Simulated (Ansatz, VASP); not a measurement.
Two plane-wave programs on AlNi

```xyz
2
Lattice="2.8319 0.0000 0.0000 0.0000 2.8319 0.0000 0.0000 0.0000 2.8319" Properties=species:S:1:pos:R:3 pbc="T T T"
Al    0.0000    0.0000    0.0000
Ni    1.4159    1.4159    1.4159
```

Alike in both runs: task relaxation of cell and atoms; functional LDA; k mesh 14 × 14 × 14; occupations gaussian, width 0.1 eV; no spin polarisation.

|  | VASP | Ansatz |
| --- | --- | --- |
| version | VASP 6.6.1 | Ansatz 0.2.0 |
| potentials or method | VASP PAW LDA potentials, release 64 (Al, Ni) | scalar-relativistic, plane waves, PAW |
| plane-wave cutoff (eV) | 600 | 420 |
| valence electrons in the cell | 13 | 21 |

```tsv
	VASP	Ansatz	Ansatz less VASP
gap on the k mesh at the Fermi level, each at its own relaxed structure (eV)	none	none	-
relaxed volume (Å³/atom)	11.38	11.36	-0.018
relaxed cell length with the largest relative difference (Å)	2.834	2.833	-0.0015
```

A gap of «none» marks a metal or a gap that the smearing closes. The two sets of potentials don't hold the same shells in valence.

Spin polarisation is off, so any magnetic state and its effect on volume and gap are missing.
